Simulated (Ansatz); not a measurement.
## Trigonal deformation path in SrCl₂

Theory: Ansatz, DFT PBE, scalar-relativistic, plane waves, PAW. Settings: plane waves to 420 eV, k-mesh 6×6×6 (Γ-centred), Gaussian smearing 0.05 eV. No spin polarisation. Energies are free energies at this smearing, counted from the undisturbed cell; pressure is positive in compression.

The starting cell (as given, not relaxed at this level; it stands at 1.1 GPa, and it needn't be the usual structure):

```
Sr Cl
1.0
     0.00000    3.48550    3.48550
     3.48550    0.00000    3.48550
     3.48550    3.48550    0.00000
Sr Cl
1 2
Direct
  0.00000 0.00000 0.00000
  0.25000 0.25000 0.25000
  0.75000 0.75000 0.75000
```

At fixed volume and fractional coordinates, lengths along (0.577, 0.577, 0.577) are scaled against those across it; ρ is that ratio over its starting value.

```
    ρ  ΔE (meV/atom)
0.500         4543.1
0.600         1722.2
0.710          523.0
0.850           73.4
0.930           11.3
1.000            0.0
1.080            8.1
1.200           33.0
1.410           76.3
1.700          138.2
2.000          226.8
```

(1) Predict the pressure (GPa) at each point.

## Answers

(1)
| ρ | pressure (GPa) |
| --- | --- |
| 0.500 | 57.3 |
| 0.600 | 27.8 |
| 0.710 | 11.0 |
| 0.850 | 2.8 |
| 0.930 | 1.4 |
| 1.000 | 1.1 |
| 1.080 | 1.4 |
| 1.200 | 2.4 |
| 1.410 | 4.4 |
| 1.700 | 6.5 |
| 2.000 | 7.6 |